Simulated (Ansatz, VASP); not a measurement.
One calculation of LiF, two programs

```
CELL_PARAMETERS angstrom
3.06094 0.00000 0.00000
-1.53047 2.65085 0.00000
0.00000 0.00000 4.80732
ATOMIC_POSITIONS crystal
Li 0.33333 0.66667 0.38115
Li 0.66667 0.33333 0.88115
F 0.33333 0.66667 0.99384
F 0.66667 0.33333 0.49384
```

Measurements of this composition are mostly on another form, of space group No. 225.

Alike in both runs: task single point; functional LDA; k mesh 6 × 6 × 4; occupations gaussian, width 0.1 eV; no spin polarisation.

|  | VASP | Ansatz |
| --- | --- | --- |
| version | VASP 6.6.1 | Ansatz 0.2.0 |
| potentials or method | VASP PAW LDA potentials, release 64 (Li_sv, F) | scalar-relativistic, plane waves, PAW |
| plane-wave cutoff (eV) | 520 | 420 |
| valence electrons in the cell | 20 | 20 |

VASP gave:

```
gap on the k mesh at the Fermi level (eV) : 7.59
least direct gap on the mesh (eV)         : 7.59
rms of the force components (eV/Å)        : 0.005
```

Task: Which values does Ansatz return?

Result: gap on the k mesh at the Fermi level (eV): 7.60; least direct gap on the mesh (eV): 7.60; rms of the force components (eV/Å): 0.006.

Atom by atom the forces differ by 0.001 eV/Å (rms over components).

 A k mesh can miss the band edges.
